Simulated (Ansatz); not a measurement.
# HfC (Fm-3m) in Ansatz: a series of runs, part 2 of 2

Ansatz 0.2.0. Earlier steps stand in the parts before.

## (11) Band structure, PBE

Contents of input.yaml:

```yaml
crystal:
  lattice:
    - [0.0, 2.325, 2.325]
    - [2.325, 0.0, 2.325]
    - [2.325, 2.325, 0.0]
  atoms:
    - { symbol: Hf, position: [0.5, 0.5, 0.5] }
    - { symbol: C, position: [0.0, 0.0, 0.0] }
hamiltonian:
  xc: pbe
  pseudopotentials: { kind: paw }
kpoints:
  mp_grid: { grid: [10, 10, 10] }
  band_path:
    path:
      - [[0.0, 0.0, 0.0], [0.5, 0.0, 0.5], [0.5, 0.25, 0.75], [0.375, 0.375, 0.75], [0.0, 0.0, 0.0], [0.5, 0.5, 0.5], [0.625, 0.25, 0.625], [0.5, 0.25, 0.75], [0.5, 0.5, 0.5], [0.375, 0.375, 0.75]]
      - [[0.625, 0.25, 0.625], [0.5, 0.0, 0.5]]
    npoints: 14
scf:
  occupations: { method: fermi_dirac, width: 0.05 }
  n_extra_bands: 6
output:
  forces: true
  stress: true
  eigenvalues: true
  fatbands: true
  write_density: true
  write_potential: true
  elf: true
  volumetric_format: npy
```

Potentials or basis: Ansatz PAW.

The run is started by

```console
$ ansatz run input.yaml --threads 2 --pin off --max-ram 5632MiB --backend cpu --events-out ev --progress --plain --runs-dir out
```

Standard output:

```text
Warning: RAYON_NUM_THREADS=2 ignored (pool sized by the plan → 2); use --threads N
scf.n_extra_bands = 6 over 15 filled bands (N_el = 30.0): the run solves 21 bands
Engine: ansatz 0.2.0, aarch64-unknown-linux-gnu
Pseudopotentials: kind: paw
Pseudopotential: Hf, paw, valence charge 26, recommended cutoff 420 eV (normal), Hf.paw.azcp
Pseudopotential: C, paw, valence charge 4, recommended cutoff 420 eV (normal), C.paw.azcp
Functional definition: PBE
  parameter kappa = 0.804
  parameter beta = 0.06672455060314922
  exchange = pbe_x(kappa = kappa, mu = beta*pi^2/3)
  correlation = pbe_c(beta = beta)
Crystal: 2 atoms, lattice volume = 25.136 Å³
Basis set: ecut = 420 eV, 531 PW (Γ), exchange–correlation on 48×48×48 points (8 copies of the dense FFT grid, shifted against one another)
Bands: 21, of which v1, the nominal top of the filled ones, is band 15 counted from 1 (14 counted from 0)
Symmetry: 48 space group operations
Space group: Fm-3m (ITA 225), of the structure as read, at distance tolerance 2.9e-5 Å
k-points: 47 of 1000
Non-local potential: Hf, projectors of the file, l = 0: 3, l = 1: 2, l = 2: 2, l = 3: 3
Non-local potential: C, projectors of the file, l = 0: 2, l = 1: 2, l = 2: 1
PAW form: soft (Blöchl's): semilocal exchange-correlation on the pseudo side does not see the compensation charge
PAW one-centre angular grid: Hf, 590 points (default); XC on 64 Gauss nodes
PAW one-centre angular grid: C, 110 points (default); XC on 64 Gauss nodes
Initial density: superposition of atomic densities (neutral atoms: chi_scale 0, normalization atom), corrected by the library's trained network
Initial wavefunctions: pseudopotential atomic-orbital guess
[... 12 lines left out ...]
SCF converged after 6 iterations
Free energy (F): -15974.140396 eV
Harris-Foulkes:  -15974.140396 eV  (|F-HF|=6.76e-8)
Internal energy: -15974.137628 eV  (E = F + TS)
E sigma→0 (E₀):  -15974.139012 eV
Entropy (-TS):   -0.002768 eV (-1.384 meV/atom)
Fermi energy:    20.168405 eV
--- Per-component energies (eV) ---
  E_band       = 111.709334
  E_kinetic    = 511.406788
  E_local      = -4987.019113  (includes V_loc(G=0)·N_el)
  E_nonlocal   = -1216.958458
  E_hartree    = 2357.519114
  E_xc         = -348.952898
  E_vxc        = -326.995997  (∫ρ·V_xc dr)
  E_paw        = -7026.692597  (= ΣΔE_a)
  E_vpaw       = 1416.248469  (= ΣTr[D̂ρ^β])
  E_aug_tail   = 0.000006  (compensation charges beyond the density's cutoff)
  E_ewald      = -5263.440471
  E_smearing   = -0.002768  (= −TS)
  E_closure    = 0.000000  (closes the sum)
  Σ components = -15974.140396   (vs F -15974.140396, Δ=0.00e0)
--- Forces (eV/Å), atoms counted from 1 ---
  atom   1  Hf     0.00000000    -0.00000000     0.00000000
  atom   2  C     -0.00000000     0.00000000     0.00000000
  max |Σ_I F_I| component: 7.42e-29 eV/Å
--- Stress (GPa, compression-positive) ---
        0.232847       0.000000      -0.000000
       -0.000000       0.232847       0.000000
       -0.000000      -0.000000       0.232847
  P = ⅓ Tr σ = 0.2328 GPa (2.328 kbar)
--- Band table (eV; the first three rows and the last of 47) ---
  k-point 0: bands = ["-41.0000", "-9.4547", "-9.4547", "-9.4547", "7.7973", "9.0370", "9.0454", "9.0454", "9.0454", "9.1263", "9.1263", "9.1263", "21.1699", "21.1699", "21.1699", "21.4905", "21.4905", "21.4905", "23.4905", "23.4905", "26.9028"]
  k-point 1: bands = ["-40.9962", "-9.5235", "-9.4613", "-9.4613", "8.0380", "9.0406", "9.0512", "9.0512", "9.0525", "9.1209", "9.1209", "9.1265", "19.7776", "20.1605", "20.1605", "21.9053", "21.9053", "22.2874", "24.5979", "24.5979", "27.4516"]
  k-point 2: bands = ["-40.9861", "-9.6990", "-9.4786", "-9.4786", "8.6480", "9.0507", "9.0665", "9.0665", "9.1076", "9.1076", "9.1271", "9.1368", "17.9971", "18.9065", "18.9065", "22.6478", "22.6478", "22.8317", "26.5802", "26.5802", "28.5994"]
  k-point 46: bands = ["-40.9462", "-9.9255", "-9.8139", "-9.6983", "9.0303", "9.0697", "9.0741", "9.0742", "9.0952", "9.1014", "9.1014", "10.4237", "17.3728", "17.3754", "17.4834", "22.7836", "24.7698", "26.8473", "27.0560", "28.4481", "32.5604"]
```

Wall time 2.6 s (2 threads of Arm Neoverse V1, shared host); peak memory 0.33 GiB.

Results:

```yaml
Free_energy: -15974.1404 eV
Pressure: 0.2 GPa
Band_gap_on_the_k_mesh: none (metal or under the smearing width)
```

Levels at the corners of the path, in eV from the Fermi level:
```tsv
point	band 11	band 12	band 13	band 14	band 15	band 16	band 17	band 18	band 19	band 20
Γ	-11.04	-11.04	1.00	1.00	1.00	1.32	1.32	1.32	3.32	3.32
X	-11.07	-10.49	-2.66	-1.84	-0.12	-0.12	5.24	6.67	6.67	8.38
W	-11.07	-9.65	-3.03	-2.77	-2.77	3.62	3.62	6.68	7.01	8.18
K	-11.06	-9.75	-3.56	-2.80	-1.69	1.53	5.72	6.10	8.15	8.25
Γ	-11.04	-11.04	1.00	1.00	1.00	1.32	1.32	1.32	3.32	3.32
L	-11.04	-8.49	-6.21	-3.06	-3.06	5.24	5.24	5.70	6.51	11.31
U	-11.06	-9.75	-3.56	-2.80	-1.69	1.53	5.72	6.10	8.15	8.25
W	-11.07	-9.65	-3.03	-2.77	-2.77	3.62	3.62	6.68	7.01	8.18
L	-11.04	-8.49	-6.21	-3.06	-3.06	5.24	5.24	5.70	6.51	11.31
K	-11.06	-9.75	-3.56	-2.80	-1.69	1.53	5.72	6.10	8.15	8.25
U	-11.06	-9.75	-3.56	-2.80	-1.69	1.53	5.72	6.10	8.15	8.25
X	-11.07	-10.49	-2.66	-1.84	-0.12	-0.12	5.24	6.67	6.67	8.38
```

Caveat: spin-orbit coupling is left out, which moves the levels of the heavy elements.

## (12) Summary

```tsv
task	level	cutoff (eV)	points for each segment of the path	gap on the mesh (eV)	pressure (GPa)
band structure	r2SCAN	500	14	none	-1.4
equation of state	r2SCAN	500	-	-	-
band structure	PBE	420	14	none	0.2
```

Alike in all rows: potentials or basis Ansatz PAW; no spin polarisation; cell as given; k mesh 10 × 10 × 10; smearing fermi-dirac 0.05 eV.

Caveats: spin-orbit coupling is left out, which moves the levels of the heavy elements (some runs); the PAW data sets come from PBE, with cores solved anew for the run's functional, which leaves a small shift of forces and pressure (some runs); the PAW data sets were made with another functional, which shifts forces and pressure a little (some runs).

Total energies depend on the potentials used, so only differences within one code and one set of settings carry meaning.
